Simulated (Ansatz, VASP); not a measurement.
**PbS in VASP and in Ansatz**

```xyz
2
Lattice="0.0000 2.9749 2.9749 2.9749 0.0000 2.9749 2.9749 2.9749 0.0000" Properties=species:S:1:pos:R:3 pbc="T T T"
Pb    0.0000    0.0000    0.0000
S     2.9749    2.9749    2.9749
```

Change from the starting cell: volume scaled by 1.01, crystal datasets.

Alike in both runs: task electric field gradients; functional PBE; k mesh 8 × 8 × 8; occupations fermi-dirac, width 0.01 eV; no spin polarisation.

|  | VASP | Ansatz |
| --- | --- | --- |
| version | VASP 6.6.1 | Ansatz 0.2.0 |
| potentials or method | VASP PAW PBE potentials, release 64 (Pb_d, S), cutoff 520 eV | all-electron PAW with datasets made for the crystal, scalar-relativistic |

Ansatz gave:

| Item | Value |
| --- | --- |
| gap on the k mesh at the Fermi level (eV) | 0.39 |
| pressure (GPa) | 1.7 |
| Vzz of the field gradient on the site that differs most (V/Å²) | 0.0 |

Q: What did VASP give for the same quantities?

A: gap on the k mesh at the Fermi level (eV): 0.40; pressure (GPa): 1.6; Vzz of the field gradient on the site that differs most (V/Å²): 0.0.

Ansatz ran all-electron here, so the differences hold the error of VASP's frozen core and of both bases. Ansatz warned: «gradients_without_spin_orbit».

Caveats: spin-orbit coupling is left out, which as a rule narrows the gap of such compounds by several tenths of an eV.
